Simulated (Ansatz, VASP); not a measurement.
## Two plane-wave programs on MgI2

```
Mg I
1.0
     4.27348    0.00000    0.00000
    -2.13674    3.70094    0.00000
     0.00000    0.00000    7.93479
Mg I
1 2
Cartesian
  0.0000 0.0000 0.0000
  0.0000 2.4673 6.3271
  2.1367 1.2336 1.6077
```

Alike in both runs: task single point; functional PBE; k mesh 6 × 6 × 4; occupations gaussian, width 0.05 eV; no spin polarisation.

|  | VASP | Ansatz |
| --- | --- | --- |
| version | VASP 6.6.1 | Ansatz 0.2.0 |
| potentials or method | VASP PAW PBE potentials, release 64 (Mg, I) | scalar-relativistic, plane waves, PAW |
| plane-wave cutoff (eV) | 520 | 520 |
| valence electrons in the cell | 16 | 44 |

Ansatz gave:

```
gap on the k mesh at the Fermi level (eV)       : 3.74
least direct gap on the mesh (eV)               : 3.79
pressure (GPa)                                  : 0.1
largest component of the traceless stress (GPa) : 0.72
rms of the force components (eV/Å)              : 0.095
```

Question: Which values does VASP return?

Answer: gap on the k mesh at the Fermi level (eV): 3.73; least direct gap on the mesh (eV): 3.77; pressure (GPa): 0.0; largest component of the traceless stress (GPa): 0.73; rms of the force components (eV/Å): 0.091.

Atom by atom the forces differ by 0.005 eV/Å (rms over components). The two sets of potentials don't hold the same shells in valence.

Caveats: spin-orbit coupling is left out, which moves the levels of the heavy elements; this functional lacks dispersion, which binds the layers, so the pressure and a relaxed spacing across them are unreliable. A k mesh can miss the band edges.
